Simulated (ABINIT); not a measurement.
SiC (Moissanite):

```xyz
4
Lattice="3.0760 0.0000 0.0000 -1.5380 2.6639 0.0000 0.0000 0.0000 5.0480" Properties=species:S:1:pos:R:3 pbc="T T T"
Si    1.5380    0.8880    2.5240
Si    0.0000    1.7759    0.0000
C     1.5380    0.8880    4.4675
C     0.0000    1.7759    1.9435
```

Program: ABINIT 10.8.3 (patched build). Alike in all runs: no spin polarisation; cell as given; smearing fermi-dirac 0.05 eV.

Order these runs on this cell by their band gap on the k mesh, lowest first.
A. level PBEsol; potentials or basis JTH PAW PBE v2.0; k mesh 6 × 6 × 3; cutoff (eV) 544; fine-grid cutoff 1088.46 eV
B. level r2SCAN; potentials or basis JTH PAW PBE v2.0; k mesh 6 × 6 × 3; cutoff (eV) 653; fine-grid cutoff 1251.72 eV
C. level HCTH407; potentials or basis JTH PAW PBE v2.0; k mesh 10 × 10 × 5; cutoff (eV) 544; fine-grid cutoff 1088.46 eV
D. level PBE; potentials or basis PseudoDojo NC SR PBE v0.4.1 standard; k mesh 10 × 10 × 5; cutoff (eV) 1116
E. level PBE; potentials or basis JTH PAW PBE v2.0; k mesh 6 × 6 × 3; cutoff (eV) 544; fine-grid cutoff 1088.46 eV

A (2.17 eV), E (2.33 eV), D (2.49 eV), B (2.67 eV), C (2.89 eV).

Caveats: an odd mesh through Γ misses points on the zone boundary, where band edges often lie (some runs); the mesh misses the band edges, which the band path finds closer together (some runs).

Not every run made on this cell is shown here.
